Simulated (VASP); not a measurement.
The system is AlN.

```xyz
4
Lattice="3.1130 0.0000 0.0000 -1.5565 2.6959 0.0000 0.0000 0.0000 4.9810" Properties=species:S:1:pos:R:3 pbc="T T T"
Al    0.0000    1.7973    0.0000
Al    1.5565    0.8986    2.4905
N     0.0000    1.7973    1.8928
N     1.5565    0.8986    4.3833
```

```yaml
Program: VASP 6.6.1
Task: relaxation of cell and atoms
Functional: LDA
Potentials_or_basis: VASP PAW LDA potentials, release 64 (Al, N)
Cutoff: 600 eV
k_mesh: 12 × 12 × 6
Occupations: gaussian, width 0.03 eV
Spin: no spin polarisation
```

At the start: pressure -4.2 GPa; volume 10.45 Å³/atom.

Q: How do energy, volume and symmetry change on relaxing?

A: Over 6 steps the energy falls by 3.2 meV/atom and the volume is 10.23 Å³/atom (-2.1 %); space group P6_3mc (No. 186, to 0.05 Å).

The path:
```csv
step,energy change (eV),largest force (eV/Å),pressure (GPa),volume (Å³)
1,0.0000,0.1194,-4.21,41.80
2,-0.0009,0.0854,4.30,40.16
3,-0.0124,0.0200,-0.04,40.96
4,-0.0124,0.0180,0.06,40.94
5,-0.0126,0.0112,0.08,40.93
6,-0.0126,0.0047,0.09,40.93
```

Final structure:
```
Al N
1.0
     3.09088    0.00000    0.00000
    -1.54544    2.67678    0.00000
     0.00000    0.00000    4.94680
Al N
2 2
Direct
  0.33333 0.66667 0.99905
  0.66667 0.33333 0.49905
  0.33333 0.66667 0.38095
  0.66667 0.33333 0.88095
```
